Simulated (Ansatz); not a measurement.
# TiAl: the cost of one run

Computed with Ansatz 0.2.0 (DFT PBE, scalar-relativistic, plane waves, PAW, unless a step's input says otherwise).

### Step 1. The structure to begin with

Symmetry: Pm-3m, No. 221, cubic system. The conventional cell has a = 3.179 Å, b = 3.179 Å, c = 3.179 Å, α = 90.00°, β = 90.00°, γ = 90.00°. Ti (site symmetry m-3m) has 8 Al at 2.75 Å in its first shell of neighbours. Al (site symmetry m-3m) is surrounded by 8 Ti at 2.75 Å.

Structure file:

```xyz
2
Lattice="3.1791 0.0000 0.0000 0.0000 3.1791 0.0000 0.0000 0.0000 3.1791" Properties=species:S:1:pos:R:3 pbc="T T T"
Ti    0.0000    0.0000    0.0000
Al    1.5895    1.5895    1.5895
```

Source of the structure: the Materials Project (structure only).

(A quick probe on a coarse mesh, which set the mesh and smearing, is not shown.)

### Step 3. Relaxing cell and atoms

Contents of input.yaml:

```yaml
crystal:
  lattice:
    - [3.179064, 0.0, 0.0]
    - [0.0, 3.179064, 0.0]
    - [0.0, 0.0, 3.179064]
  atoms:
    - { symbol: Ti, position: [0.0, 0.0, 0.0] }
    - { symbol: Al, position: [0.5, 0.5, 0.5] }
basis:
  ecutwfc: 420
kpoints:
  mp_grid: { grid: [14, 14, 14] }
hamiltonian:
  xc: pbe
scf:
  occupations: { method: gaussian, width: 0.1 }
output:
  forces: true
  stress: true
  eigenvalues: true
relax:
  adjacent_minimum: "off"
  f_tol: 0.005
  max_steps: 80
  cell: { stress_tol: 0.05 }
```

Run with:

```console
> ansatz run input.yaml --threads 4 --pin off --max-ram 5120MiB --backend cpu --events-out ev --progress --plain --runs-dir out
```

What time and memory should one allow on 4 threads of Arm Neoverse V2, shared host?

About 3.4 s, with a peak of 0.36 GiB.
